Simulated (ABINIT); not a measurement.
The system is W.

```xyz
1
Lattice="-1.5823 1.5823 1.5823 1.5823 -1.5823 1.5823 1.5823 1.5823 -1.5823" Properties=species:S:1:pos:R:3 pbc="T T T"
W     0.0000    0.0000    0.0000
```

| Property | Result |
| --- | --- |
| Program | ABINIT 10.8.3 (patched build) |
| Task | single point |
| Functional | PBEsol |
| Potentials or basis | PseudoDojo NC SR PBEsol v0.4.1 standard |
| Cutoff | 1007 eV |
| k mesh | 12 × 12 × 12 |
| Occupations | fermi-dirac, width 0.05 eV |
| Spin | no spin polarisation |

On this cell: pressure -2.8 GPa; band gap on the k mesh none (metal or under the smearing width).

The same run follows on a disturbed copy (cell strained at random at fixed volume):

```
W
1.0
    -1.54480    1.61508    1.63102
     1.57115   -1.54525    1.58754
     1.54570    1.54614   -1.56120
W
1
Direct
  0.01093 0.00770 0.02297
```

Task: What does the disturbed cell give?

Result: The energy (extrapolated to zero smearing) moves by +22.1 meV/atom; pressure -2.6 GPa; band gap on the k mesh none (metal or under the smearing width).

Stress tensor (GPa, compression positive):
```
 3.02  0.60 -2.03
 0.60 -2.70 -5.94
-2.03 -5.94 -8.09
```
